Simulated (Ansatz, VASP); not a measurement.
## Cross-check of Si between VASP and Ansatz

One calculation is typed for both programs; each brings its own data sets. How far apart do they land? The structure shown is the end of the Ansatz relaxation below.

Program: Ansatz 0.2.0. Level of theory: plane waves, with VASP 6.6.1 beside it; single point at PBEsol. Results are calculated unless marked as measured.

## (1) The structure

The structure is tetragonal, space group I4_1/amd (No. 141). The conventional cell has a = 3.804 Å, b = 3.804 Å, c = 5.474 Å, α = 90.00°, β = 90.00°, γ = 90.00°. Si has 4 Si at 2.34 Å nearest.

As a file:

```cif
data_structure
_symmetry_space_group_name_H-M 'P 1'
_symmetry_Int_Tables_number 1
_cell_length_a 3.8036
_cell_length_b 3.8036
_cell_length_c 5.4736
_cell_angle_alpha 90.000
_cell_angle_beta 90.000
_cell_angle_gamma 90.000
_cell_volume 79.19
loop_
_atom_site_label
_atom_site_type_symbol
_atom_site_fract_x
_atom_site_fract_y
_atom_site_fract_z
_atom_site_occupancy
Si1 Si 0.00000 0.00000 0.50000 1
Si2 Si 0.50000 0.00000 0.75000 1
Si3 Si 0.50000 0.50000 0.00000 1
Si4 Si 0.00000 0.50000 0.25000 1
```

## (2) Ansatz: relaxation, PBEsol

Ansatz runs on its PAW soft_1 files.

This run makes the geometry at which the two programs are then compared.

Input file input.yaml:

```yaml
crystal:
  lattice:
    - [3.80358891, 0.0, 0.0]
    - [0.0, 3.80358891, 0.0]
    - [0.0, 0.0, 5.466021526]
  atoms:
    - { symbol: Si, position: [0.0, 0.0, 0.5] }
    - { symbol: Si, position: [0.5, 0.0, 0.75] }
    - { symbol: Si, position: [0.5, 0.5, 0.0] }
    - { symbol: Si, position: [0.0, 0.5, 0.25] }
kpoints:
  mp_grid: { grid: [7, 7, 5] }
scf:
  occupations: { method: fermi_dirac, width: 0.02 }
hamiltonian:
  xc: pbesol
  pseudopotentials: { kind: paw, azcp: { folder: soft_1 }, xc_functional: pbe }
basis:
  ecutwfc: 600
output:
  forces: true
  stress: true
relax:
  f_tol: 0.005
  max_steps: 70
  cell: { stress_tol: 0.02, p_target: 0, fix: [a, b, alpha, beta, gamma] }
```

Started as:

```sh
$ ansatz run input.yaml --threads 8 --pin off --max-ram 18432MiB --backend cpu --events-out ev --progress --plain --runs-dir out
```

Numbers of over 12 decimals in the logs are rounded to 6 here.

What it wrote:

```text
Engine: ansatz 0.2.0, aarch64-unknown-linux-gnu
Pseudopotentials: kind: paw
Pseudopotential: Si, paw, valence charge 4, recommended cutoff 420 eV (normal), soft_1/Si.paw.azcp
Functional definition: PBEsol
  exchange = pbesol_x
  correlation = pbesol_c
Crystal: 4 atoms, lattice volume = 79.079 Å³
Basis set: ecut = 600 eV, 2645 PW (Γ), exchange–correlation on 64×64×90 points (8 copies of the dense FFT grid, shifted against one another)
Bands: 12, of which v1, the nominal top of the filled ones, is band 8 counted from 1 (7 counted from 0)
Symmetry: 32 space group operations
Space group: I41/amd (ITA 141), of the structure as read, at distance tolerance 4.3e-5 Å
k-points: 30 of 245
Non-local potential: Si, projectors of the file, l = 0: 2, l = 1: 2, l = 2: 1
PAW form: soft (Blöchl's): semilocal exchange-correlation on the pseudo side does not see the compensation charge
PAW frozen core: Si, regenerated for the run's functional, and the local potential with it (the file was generated under x = pbe(κ = 0.804, μ = 0.219515), c = pbe(β = 0.066725))
PAW one-centre angular grid: Si, 110 points (default); XC on 64 Gauss nodes
Initial density: superposition of atomic densities (chi_scale 0.1, normalization cell)
Initial wavefunctions: pseudopotential atomic-orbital guess
Functional: x = pbesol(κ = 0.804, μ = 0.123457), c = pbesol(β = 0.046)
SCF iter   1: F=—  HF=-2486.412779 eV  |F-HF|=—  |Δ(HF+E_count)|=         —  Δρ=4.66e-2  dr2=1.53e0  ethr=3.10e-3  ⟨swp⟩=7.6  Hψ=2865  notcnv=0
preconditioner: auto → none  [insulator: Δε(μ)=0.720 eV  Ē_g=8.073 eV  σ=0.020 eV  W_gap=1.00  n_scr=14 (ndim 8)  ℏωp=16.7 eV  f_vac=0.000  D(μ)=0.00/eV (n_scr^D=0)  ε∞_Penn≈5.3]
SCF iter   2: F=—  HF=-2486.021228 eV  |F-HF|=—  |Δ(HF+E_count)|=   3.92e-1  Δρ=2.00e-2  dr2=2.41e-1  ethr=3.10e-3  ⟨swp⟩=3.0  Hψ=944  notcnv=0
SCF iter   3: F=—  HF=-2485.962095 eV  |F-HF|=—  |Δ(HF+E_count)|=   5.91e-2  Δρ=1.51e-3  dr2=1.19e-3  ethr=1.50e-3  ⟨swp⟩=2.8  Hψ=632  notcnv=0
SCF iter   4: F=—  HF=-2485.962115 eV  |F-HF|=—  |Δ(HF+E_count)|=   1.99e-5  Δρ=7.46e-5  dr2=2.34e-6  ethr=7.41e-6  ⟨swp⟩=2.8  Hψ=684  notcnv=0
SCF iter   5: F=—  HF=-2485.962111 eV  |F-HF|=—  |Δ(HF+E_count)|=   4.40e-6  Δρ=1.49e-5  dr2=1.10e-7  ethr=6.25e-10  ⟨swp⟩=5.3  Hψ=1455  notcnv=0
SCF iter   6: F=-2485.962111 eV  HF=-2485.962111 eV  |F-HF|=3.87e-10  |Δ(HF+E_count)|=   3.94e-8  Δρ=9.68e-7  dr2=9.67e-10  ethr=6.25e-10  ⟨swp⟩=4.1  Hψ=1204  notcnv=0
SCF 1 converged in 6 iterations: F = -2485.962111 eV  dr2 = 9.67e-10
  greatest PAW one-centre occupation: 0.627 electrons in one spin orbital (limit 2), on the Si atom at site 3 (counted from 0), in its partial waves of l = 0
relax step   1: F+E_penalty+E_count = -2485.96211107 eV  Δ(F+E_penalty+E_count) = +0.000e0 eV  max|allowed force component| = 5.204e-18 eV/Å  Δτ_max = 0.0000 Å  P = +1.368 GPa  Ω = 79.079 Å³  fix = [a, b, alpha, beta, gamma]  reactions: a +1.931, b +1.931 GPa  (6 SCF iters, dr2 threshold 1.00e-7 eV, accepted)
[...]
relax step   2: F+E_penalty+E_count = -2485.96219653 eV  Δ(F+E_penalty+E_count) = -8.546e-5 eV  max|allowed force component| = 2.429e-17 eV/Å  Δτ_max = 0.0000 Å  P = +1.230 GPa  Ω = 79.187 Å³  energy of the carried Pulay correction = -1.408e-6 eV  fix = [a, b, alpha, beta, gamma]  reactions: a +1.838, b +1.838 GPa  (3 SCF iters, dr2 threshold 1.47e-7 eV, accepted)
[...]
relax step   3: F+E_penalty+E_count = -2485.96219796 eV  Δ(F+E_penalty+E_count) = -1.430e-6 eV  max|allowed force component| = 2.949e-17 eV/Å  Δτ_max = 0.0000 Å  P = +1.230 GPa  Ω = 79.187 Å³  fix = [a, b, alpha, beta, gamma]  reactions: a +1.838, b +1.838 GPa  stress off target by 1.28e-2 GPa on what of the cell is left free  SCF on the basis re-selected at this cell (its energy is not comparable with the rows above)  (4 SCF iters)
basis re-selected at this cell: Δ(F+E_penalty+E_count) = -1.430e-6 eV, ΔP = +0.000 GPa vs the last step (what re-selecting the basis moved, of the pressure what is left beyond the Pulay correction that the steps carried, after the strain that the cell walked since its last selection, with what the two solves' SCF thresholds leave and, on support functions, any second-order correction that the steps lacked; it is no m [...]
SCF converged after 4 iterations
Free energy (F): -2485.962198 eV
Harris-Foulkes:  -2485.962198 eV  (|F-HF|=9.09e-13)
Internal energy: -2485.962196 eV  (E = F + TS)
E sigma→0 (E₀):  -2485.962197 eV
Entropy (-TS):   -0.000002 eV (-0.000 meV/atom)
Fermi energy:    6.502513 eV
--- Per-component energies (eV) ---
  E_band       = 18.763291
  E_kinetic    = 162.834307
  E_local      = -96.179207  (includes V_loc(G=0)·N_el)
  E_nonlocal   = 91.999213
  E_hartree    = 29.009634
  E_xc         = -223.835662
  E_vxc        = -191.431503  (∫ρ·V_xc dr)
  E_paw        = -1991.116381  (= ΣΔE_a)
  E_vpaw       = -6.478827  (= ΣTr[D̂ρ^β])
  E_aug_tail   = 0.000033  (compensation charges beyond the density's cutoff)
  E_ewald      = -458.800376
  E_core_change = 0.126243  (= ΣΔE_core)
  E_smearing   = -0.000002  (= −TS)
  E_closure    = 0.000000  (closes the sum)
  Σ components = -2485.962198   (vs F -2485.962198, Δ=0.00e0)
--- Forces (eV/Å), atoms counted from 1 ---
  atom   1  Si     0.00000000    -0.00000000    -0.00000000
  atom   2  Si    -0.00000000     0.00000000    -0.00000000
  atom   3  Si     0.00000000     0.00000000    -0.00000000
  atom   4  Si    -0.00000000    -0.00000000     0.00000000
  max |Σ_I F_I| component: 9.02e-17 eV/Å
--- Stress (GPa, compression-positive) ---
        1.838448      -0.000000       0.000000
        0.000000       1.838448       0.000000
        0.000000       0.000000       0.012754
  P = ⅓ Tr σ = 1.2299 GPa (12.299 kbar)
--- Relaxed structure (2 steps of the walk, 2 accepted, 1 SCFs on fresh bases) ---
  F+E_penalty+E_count = -2485.96219796 eV   max|allowed force component| = 2.949e-17 eV/Å   (the final SCF, on the basis selected at the relaxed cell)
  cell:  # Å, volume = 79.1875 Å³
    - [3.80358891, 0.0, 0.0]
    - [0.0, 3.80358891, 0.0]
    - [0.0, 0.0, 5.473553]
  atoms:
    - { symbol: Si, position: [0.0, 0.0, 0.5] }
    - { symbol: Si, position: [0.5, 0.0, 0.750000] }
    - { symbol: Si, position: [0.5, 0.5, 0] }
    - { symbol: Si, position: [0.0, 0.5, 0.25] }
```

Reading the cycles: dr2 is the Hartree energy of the density residual (eV), the measure of convergence; HF is the Harris–Foulkes estimate of the energy, which meets the free energy F at convergence.

## (3) VASP: single point, PBEsol, pair 1

The same cell, functional, mesh and smearing now go to VASP, with its own data sets.

Lines of VASP's logs that name or quote its potential files are left out, and so is its time.

Input file INCAR:

```
SYSTEM = Si
PREC = Accurate
ENCUT = 500
EDIFF = 1E-06
NELM = 120
ISMEAR = -1
SIGMA = 0.02
LREAL = .FALSE.
ALGO = Normal
GGA = PS
NBANDS = 14
LORBIT = 11
LWAVE = .FALSE.
LCHARG = .FALSE.
ISIF = 2
LASPH = .TRUE.
GGA_COMPAT = .FALSE.
EFERMI = MIDGAP
```

Input file POSCAR:

```
Si
1.0
    3.8035889100      0.0000000000      0.0000000000
    0.0000000000      3.8035889100      0.0000000000
    0.0000000000      0.0000000000      5.4735526925
Si
4
Direct
    0.0000000000      0.0000000000      0.5000000000
    0.5000000000      0.0000000000      0.7500000000
    0.5000000000      0.5000000000      0.0000000000
    0.0000000000      0.5000000000      0.2500000000
```

Input file KPOINTS:

```
Automatic mesh
0
Gamma
7 7 5
0 0 0
```

Potentials, in the order of the species: Si (PBE family, release 64).

Started as:

```sh
$ mpirun -np 1 vasp_std
```

What it wrote:

```text
[banner, memory and clock lines left out]
running    1 mpi-ranks, on    1 nodes
 distrk:  each k-point on    1 cores,    1 groups
 distr:  one band on    1 cores,    1 groups

 POSCAR found type information on POSCAR Si
 POSCAR found :  1 types and       4 ions
|                                                                             |
|               ----> ADVICE to this user running VASP <----                  |
|                                                                             |
|     You enforced a specific xc type in the INCAR file but a different       |
|     [... a line on the potential file left out ...]
|     I HOPE YOU KNOW WHAT YOU ARE DOING!                                     |
|                                                                             |

 LDA part: xc-table for (Slater+PW92), standard interpolation
 POSCAR, INCAR and KPOINTS ok, starting setup
 FFT: planning ... GRIDC
 FFT: planning ... GRID_SOFT
 FFT: planning ... GRID
 WAVECAR not read
 entering main loop
       N       E                     dE             d eps       ncg     rms          rms(c)
DAV:   1     0.280112524712E+02    0.28011E+02   -0.59548E+03   840   0.913E+02
DAV:   2    -0.213227178249E+02   -0.49334E+02   -0.44687E+02  1168   0.130E+02
DAV:   3    -0.234062658243E+02   -0.20835E+01   -0.20679E+01  1122   0.258E+01
DAV:   4    -0.234309339778E+02   -0.24668E-01   -0.24662E-01   996   0.372E+00
DAV:   5    -0.234313784194E+02   -0.44444E-03   -0.44442E-03  1134   0.462E-01    0.714E+00
DAV:   6    -0.231121816560E+02    0.31920E+00   -0.13551E-01   942   0.186E+00    0.429E+00
DAV:   7    -0.229683535368E+02    0.14383E+00   -0.26004E-01   960   0.265E+00    0.258E-01
DAV:   8    -0.229693935457E+02   -0.10400E-02   -0.16383E-02  1002   0.746E-01    0.953E-02
DAV:   9    -0.229695164916E+02   -0.12295E-03   -0.43715E-04  1128   0.133E-01    0.769E-02
DAV:  10    -0.229695628375E+02   -0.46346E-04   -0.10403E-04   948   0.571E-02    0.351E-02
DAV:  11    -0.229695628956E+02   -0.58117E-07   -0.19534E-06  1012   0.924E-03
   1 F= -.22969563E+02 E0= -.22969562E+02  d E =-.176456E-05
```

OUTCAR, selected parts (step 3):

```text
ion  position               nearest neighbor table
   1  0.000  0.000  0.500-   2 2.34   4 2.34   4 2.34   2 2.34
   2  0.500  0.000  0.750-   1 2.34   3 2.34   3 2.34   1 2.34
   3  0.500  0.500  0.000-   2 2.34   4 2.34   2 2.34   4 2.34
   4  0.000  0.500  0.250-   1 2.34   3 2.34   1 2.34   3 2.34

  LATTYP: Found a simple tetragonal cell.
 ALAT       =     3.8035889100
 C/A-ratio  =     1.4390494930

 Subroutine GETGRP returns: Found 16 space group operations
 (whereof  8 operations were pure point group operations)

The static configuration has the point symmetry D_2d.
 The point group associated with its full space group is D_4h.

 Found     30 irreducible k-points:

   k-points           NKPTS =     30   k-points in BZ     NKDIM =     30   number of bands    NBANDS=     14

   dimension x,y,z NGX =    28 NGY =   28 NGZ =   40
   dimension x,y,z NGXF=    56 NGYF=   56 NGZF=   80

   ENCUT  =  500.0 eV  36.75 Ry    6.06 a.u.   6.93  6.93  9.98*2*pi/ulx,y,z

   NELECT =      16.0000    total number of electrons

 k-points in reciprocal lattice and weights: Automatic mesh
   0.00000000  0.00000000  0.00000000       0.004
   0.14285714  0.00000000  0.00000000       0.016
   0.28571429  0.00000000  0.00000000       0.016
   0.42857143  0.00000000  0.00000000       0.016
   0.14285714  0.14285714  0.00000000       0.016
   0.28571429  0.14285714  0.00000000       0.033
   0.42857143  0.14285714  0.00000000       0.033
   0.28571429  0.28571429  0.00000000       0.016
   0.42857143  0.28571429  0.00000000       0.033
[...]
0.42857143  0.28571429  0.40000000       0.065
   0.42857143  0.42857143  0.40000000       0.033

 average (electrostatic) potential at core
       1 -82.9090       2 -82.9090       3 -82.9090       4 -82.9090

 E-fermi :   6.1128

 k-point     1 :       0.0000    0.0000    0.0000
  band No.  band energies     occupation
    ...
      4       3.0925      2.00000
      5       3.0925      2.00000
      6       5.8224      2.00000
      7       5.9483      1.99947
      8       5.9483      1.99947
      9       6.5657      0.00000
     10       6.5657      0.00000
     11       8.4087      0.00000
     12       8.4087      0.00000
     13       8.4689      0.00000
    ...

 k-point     2 :       0.1429    0.0000    0.0000
  band No.  band energies     occupation
    ...
      4       2.1924      2.00000
      5       3.2383      2.00000
      6       4.6371      2.00000
      7       5.1519      2.00000
      8       5.8735      1.99999
      9       6.7359      0.00000
     10       8.0625      0.00000
     11       8.5954      0.00000
     12       8.6818      0.00000
     13       8.8364      0.00000
    ...

 k-point     3 :       0.2857    0.0000    0.0000
  band No.  band energies     occupation
    ...
      4       1.3733      2.00000
      5       2.7389      2.00000
      6       3.6587      2.00000
      7       3.8213      2.00000
      8       5.5792      2.00000
      9       7.2297      0.00000
     10       9.0372      0.00000
     11       9.1540      0.00000
     12       9.3278      0.00000
     13      10.8461      0.00000
    ...

  Total        0.9711534      0.9711534      0.0693028      0.0000000      0.0000000      0.0000000
  in kB       19.6490683     19.6490683      1.4021837      0.0000000      0.0000000      0.0000000
  external PRESSURE =      13.5667734 kB  Pullay stress =       0.0000000 kB

  energy-cutoff  :      500.00
  volume of cell :       79.19
      direct lattice vectors                 reciprocal lattice vectors
     3.803588910  0.000000000  0.000000000     0.262909590  0.000000000  0.000000000
     0.000000000  3.803588910  0.000000000     0.000000000  0.262909590  0.000000000
     0.000000000  0.000000000  5.473552693     0.000000000  0.000000000  0.182696697

 POSITION                                       TOTAL-FORCE (eV/Angst)
 -----------------------------------------------------------------------------------
      0.00000      0.00000      2.73678         0.000000     -0.000000     -0.000000
      1.90179      0.00000      4.10516         0.000000      0.000000     -0.000000
      1.90179      1.90179      0.00000        -0.000000     -0.000000     -0.000000
      0.00000      1.90179      1.36839         0.000000      0.000000      0.000000
 -----------------------------------------------------------------------------------
    total drift:                               -0.000000      0.000000     -0.000000

  FREE ENERGIE OF THE ION-ELECTRON SYSTEM (eV)
  ---------------------------------------------------
  free  energy   TOTEN  =       -22.9695628956 eV

  energy  without entropy=      -22.9695611311  energy(sigma->0) =      -22.96956201

 total charge
# of ion       s       p       d       tot
------------------------------------------
    1        0.752   0.947   0.000   1.699
    2        0.752   0.947   0.000   1.699
    3        0.752   0.947   0.000   1.699
    4        0.752   0.947   0.000   1.699
--------------------------------------------------
tot          3.008   3.787   0.000   6.796

[... 3 further parts left out ...]
```

The run ends at a pressure of 1.36 GPa.

## (4) Differences

Known differences besides the potentials themselves: the cutoff is 600 eV in Ansatz and 500 eV in VASP; Ansatz makes its cores anew for this functional, VASP keeps those of its PBE data sets; Ansatz's pressure holds a Pulay correction, VASP's none. Total energies have different zeros and are not compared.

The two programs side by side:

| quantity | Ansatz | VASP | difference |
| --- | --- | --- | --- |
| pressure (GPa) | 1.23 | 1.36 | -0.13 |
| gap on the k mesh (eV) | 0.348 | 0.342 | +0.006 |

A gap on the mesh is an upper bound, since the band edges may lie between its points.

## (5) Ansatz: relaxation, PBEsol

This run makes the geometry at which the two programs are then compared. The cell compared in this pair holds 81.13 Å³, against 79.19 Å³ for the pair before.

The structure compared here is the end of the Ansatz relaxation.

input.yaml, as its differences from that of step 2:

```diff
@@ -2,5 +2,5 @@
   lattice:
-    - [3.80358891, 0.0, 0.0]
-    - [0.0, 3.80358891, 0.0]
-    - [0.0, 0.0, 5.466021526]
+    - [3.88042909, 0.0, 0.0]
+    - [0.0, 3.88042909, 0.0]
+    - [0.0, 0.0, 5.400820474]
   atoms:
```

Started as:

```sh
$ ansatz run input.yaml --threads 8 --pin off --max-ram 18432MiB --backend cpu --events-out ev --progress --plain --runs-dir out
```

What it wrote:

```text
[...]
Crystal: 4 atoms, lattice volume = 81.324 Å³
Basis set: ecut = 600 eV, 2733 PW (Γ), exchange–correlation on 64×64×90 points (8 copies of the dense FFT grid, shifted against one another)
Bands: 12, of which v1, the nominal top of the filled ones, is band 8 counted from 1 (7 counted from 0)
Symmetry: 32 space group operations
[...]
k-points: 30 of 245
[...]
-0.000000      -0.000000      -0.017612
  P = ⅓ Tr σ = -1.0560 GPa (-10.560 kbar)
--- Relaxed structure (2 steps of the walk, 2 accepted, 1 SCFs on fresh bases) ---
[...]
cell:  # Å, volume = 81.1285 Å³
    - [3.88042909, 0, 0]
    - [0, 3.88042909, 0]
    - [0, 0, 5.387828]
  atoms:
    - { symbol: Si, position: [0, 0, 0.500000] }
    - { symbol: Si, position: [0.5, 0, 0.75] }
    - { symbol: Si, position: [0.5, 0.5, 0.0] }
    - { symbol: Si, position: [0, 0.5, 0.250000] }
[key lines of the parts left out:]
SCF converged after 4 iterations
Free energy (F): -2485.964135 eV
Fermi energy:    6.265464 eV
```

## (6) VASP: single point, PBEsol, pair 2

The same cell, functional, mesh and smearing now go to VASP, with its own data sets.

INCAR is that of step 3.

Input file POSCAR:

```
Si
1.0
    3.8804290900      0.0000000000      0.0000000000
    0.0000000000      3.8804290900      0.0000000000
    0.0000000000      0.0000000000      5.3878283443
Si
4
Direct
    0.0000000000      0.0000000000      0.5000000000
    0.5000000000      0.0000000000      0.7500000000
    0.5000000000      0.5000000000      0.0000000000
    0.0000000000      0.5000000000      0.2500000000
```

KPOINTS is that of step 3.

Started as:

```sh
$ mpirun -np 1 vasp_std
```

What it wrote:

```text
[banner, memory and clock lines left out]
running    1 mpi-ranks, on    1 nodes
[...]
[... a notice as in an earlier step ...]

 LDA part: xc-table for (Slater+PW92), standard interpolation
 POSCAR, INCAR and KPOINTS ok, starting setup
[...]
entering main loop
       N       E                     dE             d eps       ncg     rms          rms(c)
DAV:   1     0.278685330516E+02    0.27869E+02   -0.58248E+03   840   0.901E+02
DAV:   2    -0.212413358189E+02   -0.49110E+02   -0.44555E+02  1120   0.130E+02
DAV:   3    -0.233762595494E+02   -0.21349E+01   -0.21105E+01  1130   0.261E+01
DAV:   4    -0.234045510735E+02   -0.28292E-01   -0.28278E-01  1008   0.390E+00
[...]
DAV:   9    -0.229729694654E+02   -0.12639E-03   -0.42170E-04  1104   0.130E-01    0.761E-02
DAV:  10    -0.229730173260E+02   -0.47861E-04   -0.10032E-04   966   0.558E-02    0.329E-02
DAV:  11    -0.229730173471E+02   -0.21083E-07   -0.18176E-06   948   0.893E-03
   1 F= -.22973017E+02 E0= -.22973016E+02  d E =-.241540E-05
```

(Part 1 of 2 ends here.)

[Lines on the potential files, build, host, timing and source positions are cut from VASP's logs without a mark.]

[Logs are printed without paths, hosts, clocks, repeated set-up lines and the standing remarks that a program may print on its own settings, such as how far it seeks lower states.]

[Hosts, paths, dates, database ids (printed as entryN), source tags and the programs' standing remarks are cut or masked in the printed files.]
